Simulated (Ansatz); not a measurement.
An input for Ansatz 0.2.0 (HgTe):

The input input.yaml:

```yaml
crystal:
  lattice:
    - [-3.045603, 3.045603, 1.55941]
    - [3.045603, -3.045603, 1.55941]
    - [3.045603, 3.045603, -1.55941]
  atoms:
    - { symbol: Hg, position: [0.75, 0.25, 0.5] }
    - { symbol: Te, position: [0.0, 0.0, 0.0] }
kpoints:
  mp_grid: { grid: [5, 5, 5] }
scf:
  occupations: { method: fermi_dirac, width: 0.05 }
hamiltonian:
  xc: { preset: hse06, exx: { coeff: 0.25, omega: 0.15 } }
  pseudopotentials: { kind: all_electron, datasets: crystal }
output:
  forces: true
  stress: true
  eigenvalues: true
```

Potentials or basis: all-electron PAW datasets made for the crystal.

Run with:

```bash
$ ansatz run input.yaml --threads 1 --pin off --max-ram 3072MiB --backend cpu --events-out ev --progress --plain --runs-dir out
```

**Question.** What does the program do with it?

**Answer.** The run stopped without a result. It printed:

Output:

```text
Error: hamiltonian.pseudopotentials.datasets: crystal, beside a feature not held to (output.eigenvalues: true / output.band_residual_tolerance) — the datasets of this kind: all_electron run are made for its crystal, and no such run has been held to what stands beside, or a reason given rules it out; change each as told or leave it out, or set another kind (and leave the keys of all_electron out)
```
